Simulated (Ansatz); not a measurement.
# ZnO: course of a relaxation

Theory: DFT r2SCAN, scalar-relativistic, plane waves, PAW in Ansatz 0.2.0. Settings: 500 eV cutoff, 12×12×12 k-mesh, Gaussian smearing of 0.02 eV, no spin polarisation.

What was changed in CoO: Co → Zn on all its sites, cell and atoms relaxed.

Command:

```bash
ansatz run input.yaml --threads 1 --pin off --max-ram 2560MiB --backend cpu --events-out ev --progress --plain --runs-dir out
```

Input:

```yaml
crystal:
  lattice:
    - [1.507830784, 0.870546509, 2.4620500255]
    - [-1.507830784, 0.870546509, 2.4620500255]
    - [0.0, -1.7410930181, 2.4620500255]
  atoms:
    - { symbol: Zn, position: [0.0, 0.0, 0.0] }
    - { symbol: O, position: [0.5, 0.5, 0.5] }
basis:
  ecutwfc: 500
kpoints:
  mp_grid: { grid: [12, 12, 12] }
hamiltonian:
  xc: r2scan
scf:
  occupations: { method: gaussian, width: 0.02 }
output:
  forces: true
  stress: true
  eigenvalues: true
relax:
  adjacent_minimum: "off"
  f_tol: 0.01
  max_steps: 60
  cell: { stress_tol: 0.1 }
```

F is the free energy. Steps run on the plane waves of an earlier cell, but the last one, and at times one on the way, on a freshly chosen basis, so a repeated geometry can differ a little in energy.

Steps:

| step | F − F(1) (eV) | largest force component (eV/Å) | V (Å³/atom) | P (GPa) |
| --- | --- | --- | --- | --- |
| 1 | 0.0000 | 0.000 | 9.695 | 0.39 |
| 2 | 0.0000 | 0.000 | 9.707 | 0.16 |
| 3 | 0.0000 | 0.000 | 9.715 | 0.00 |
| 4 | 0.0000 | 0.000 | 9.715 | 0.00 |

Relaxed structure:

```yaml
crystal:
  lattice:
    - [1.50879, 0.87110, 2.46384]
    - [-1.50879, 0.87110, 2.46384]
    - [0.00000, -1.74221, 2.46384]
  atoms:
    - { symbol: Zn, position: [0.00000, 0.00000, 0.00000] }
    - { symbol: O, position: [0.50000, 0.50000, 0.50000] }
```

Symmetry: Fm-3m, No. 225, cubic system. The conventional cell has a = 4.268 Å, b = 4.268 Å, c = 4.268 Å, α = 90.00°, β = 90.00°, γ = 90.00°. Zn (site symmetry m-3m) has 6 O at 2.13 Å as nearest neighbours. Around O (site symmetry m-3m) lie 6 Zn at 2.13 Å.

The run converged. It took 29 s on 1 thread of Arm Neoverse V1, on a shared host, peak memory 0.41 GiB.